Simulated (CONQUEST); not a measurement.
The system is InAs.

```
In As
1.0
     4.26810    0.00000    0.00000
     0.00000    4.26810    0.00000
     0.00000    0.00000    6.03600
In As
2 2
Direct
  0.00000 0.00000 0.00000
  0.50000 0.50000 0.50000
  0.00000 0.50000 0.25000
  0.50000 0.00000 0.75000
```

Base run:

| Property | Result |
| --- | --- |
| Program | CONQUEST 1.3 |
| Functional | PBE |
| Potentials or basis | PseudoDojo NC PBE, SZP, grid cutoff 120 Ha |
| k mesh | 6 × 6 × 5 |
| Occupations | fermi-dirac, width 0.05 eV |
| Spin | no spin polarisation |

Its results: band gap on the k mesh 0.18 eV; pressure 7.0 GPa.

Task: After a change of settings the same cell gave: band gap on the k mesh none (metal or under the smearing width); pressure 4.8 GPa. Which change was it?
A. k mesh from 6 × 6 × 5 to 5 × 5 × 4
B. k mesh from 6 × 6 × 5 to 8 × 8 × 6
C. k mesh from 6 × 6 × 5 to 4 × 4 × 3
D. potentials or basis from PseudoDojo NC PBE, SZP, grid cutoff 120 Ha to PseudoDojo NC PBE, DZP, grid cutoff 120 Ha

Result: D.

Caveats: the box holds several primitive cells, so bands are folded and the points are those of the box's own zone; the basis of atomic orbitals isn't converged, which shifts pressures, moduli and gaps; the atomic basis is small (some runs); spin-orbit coupling is left out, which moves the levels of the heavy elements (some runs).
